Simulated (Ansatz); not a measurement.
# From band curvature to drive current

Plane-wave DFT in Ansatz, r2SCAN, scalar-relativistic PAW potentials, cutoff 500 eV, no spin-orbit coupling; no spin polarisation. Relaxed crystals whose conduction band edge is a single valley at Γ; masses by central differences along the Cartesian axes of the standard setting. A star marks a structure that wasn't matched here to a measured phase, so it may never have been made and needn't be stable; unstarred phases aren't always the most stable ones.

| crystal | gap (eV) | gap kind | m_x | m_y | m_z (mₑ) |
| --- | --- | --- | --- | --- | --- |
| ZnS (F-43m) | 2.70 | direct | 0.194 | 0.194 | 0.194 |
| SnO₂ (I4_1/amd)* | 2.33 | indirect | 0.251 | 0.251 | 0.23 |
| GaAs (F-43m) | 0.96 | direct | 0.052 | 0.052 | 0.052 |
| ZnSe (F-43m) | 1.87 | direct | 0.124 | 0.124 | 0.124 |
| CdTe (F-43m) | 1.17 | direct | 0.0908 | 0.0908 | 0.0908 |

Take a film 3 nm thick, normal along z, current along x, at 300 K. Work out the injection velocity, the density-of-states capacitance and the confinement shift.

For a non-degenerate gas v_T = √(2k_BT/πm_x) = 5.38×10⁶ cm/s ÷ √(m_x/mₑ); one valley with both spins has C_Q = e²√(m_x m_y)/πħ² = 66.9 μF/cm² × √(m_x m_y)/mₑ; hard walls lift the first subband by ħ²π²/(2m_z t²) = 376 meV nm² ÷ (t² m_z/mₑ).
| crystal | v_T (10⁷ cm/s) | C_Q (μF/cm²) | shift (meV) |
| --- | --- | --- | --- |
| ZnS (F-43m) | 1.22 | 13.0 | 215 |
| SnO₂ (I4_1/amd)* | 1.07 | 16.8 | 182 |
| GaAs (F-43m) | 2.36 | 3.5 | 803 |
| ZnSe (F-43m) | 1.53 | 8.3 | 337 |
| CdTe (F-43m) | 1.79 | 6.1 | 460 |

With a gate oxide of 1 nm equivalent thickness (3.45 μF/cm²), which gives the most current per gate overdrive in the ballistic limit?

The gate capacitance is the series value C_G = 1/(1/C_ox + 1/C_Q), and the current goes as C_G v_T: GaAs (F-43m) 1.00, CdTe (F-43m) 0.96, ZnSe (F-43m) 0.91, ZnS (F-43m) 0.81, SnO₂ (I4_1/amd)* 0.75 (relative). For an isotropic mass C_G v_T peaks where C_Q = C_ox, at about 0.05 mₑ. This measure doesn't part those within 10 % of the top value: GaAs (F-43m), CdTe (F-43m), ZnSe (F-43m). C_Q is the degenerate value and v_T the non-degenerate one; at high drain bias only forward-going states fill, which halves C_Q, while degeneracy raises the velocity, so values within about 10 % of each other aren't ranked. Scattering and the charge centroid are left out, and so are side valleys, which confinement lifts less and can make the lowest. Where the shift is over a third of the gap (GaAs (F-43m), CdTe (F-43m)) the band isn't parabolic that far up, so the true shift is smaller and the mass larger. Semilocal functionals give gaps too small and so, as a rule, masses too light.

Spin-orbit coupling, left out, matters for the members with heavy elements.

Cost: about 5.7 core-minutes for the runs cited, on AMD EPYC 7R43 (Zen 3), Intel Xeon 6975P-C (Granite Rapids), Intel Xeon Platinum 8488C (Sapphire Rapids) and other processors (shared hosts).